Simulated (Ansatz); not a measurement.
**Effect of 1 layer on NaBr**

Start from NaBr in the rock salt structure (space group Fm-3m, No. 225; a = 6.036 Å). Axes: x, y, z lie along the cube axes.

The change: a free-standing slab of 1 layer (2 atoms, 2 a layer) is cut normal to the z axis, with 15 Å of vacuum and the in-plane cell held at bulk; forces were under the threshold from the start, so the atoms kept their bulk positions.

Level of theory: Ansatz (a program for electronic structure) PBE, no spin-orbit coupling. k-mesh 8×8×1 (Γ-centred); smearing 0.05 eV (Fermi–Dirac), for the changed cell.

Layer's space group (with vacuum): P4/mmm (No. 123)
Band gap: 4.11 eV (base 4.07 eV)
Gap character: indirect, M → Γ
Smallest direct gap: 4.23 eV (base 4.07 eV)

Final structure:

```
CELL_PARAMETERS angstrom
      4.26808     0.00000     0.00000
      0.00000     4.26808     0.00000
      0.00000     0.00000    15.00000
ATOMIC_POSITIONS crystal
  Br 0.25000 0.75000 0.50000
  Na 0.75000 0.25000 0.50000
```

Stability against distortions was not tested. k-point labels follow each cell's own Brillouin zone.
